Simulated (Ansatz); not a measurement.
FeO under changes of volume

One of the cells (10.695 Å³/atom); the others are scaled copies at fixed shape and fractional positions:

```
Fe O
1.0
    -1.60210    1.60210    2.08339
     1.60210   -1.60210    2.08339
     1.60210    1.60210   -2.08339
Fe O
1 1
Direct
  0.00000 0.00000 0.00000
  0.50000 0.50000 0.00000
```

The cell comes from a database or a generator and needn't be the stable form of this composition.

```yaml
Program: Ansatz 0.2.0
Functional: LDA
Potentials_or_basis: Ansatz PAW
Cutoff: "420 eV (not typed: the program's choice for these potentials)"
k_mesh: 12 × 12 × 12
Occupations: fermi-dirac, width 0.05 eV
Spin: collinear spin, ferromagnetic start
Starting_moments: "[3.0, 0.0] μB"
```

```csv
volume (Å³/atom),energy over the lowest point (meV/atom),pressure (GPa),moment (μB per cell)
10.053,0.00,-14.4,3.97
10.267,21.16,-17.3,3.99
10.481,46.14,-20.0,4.00
10.695,74.59,-22.5,4.00
10.909,106.17,-24.6,4.00
11.123,140.49,-26.6,4.00
11.337,?,?,?
```

Problem. What does the run at 11.337 Å³/atom give?

Solution. Energy over the lowest point 177.24 meV/atom; pressure -28.2 GPa; moment 4.00 μB per cell.

Worked out: A Birch-Murnaghan fit of order 3 (a polynomial in V^(-2/3)) to the other rows has no minimum within the range. It gives 177.33 meV/atom at 11.337 Å³/atom, against the run's 177.24, and -dE/dV = -28.4 GPa, against -28.2. A parabola through the other rows of the moment, of slope -0.0577 μB per Å³/atom there, extrapolates to 3.99 μB, against the run's 4.00.

Energies are extrapolated to zero smearing.

Caveats: a cell with one magnetic atom can't hold antiferromagnetic order, which such compounds often take; the PAW data sets come from PBE, with cores solved anew for the run's functional, which leaves a small shift of forces and pressure.
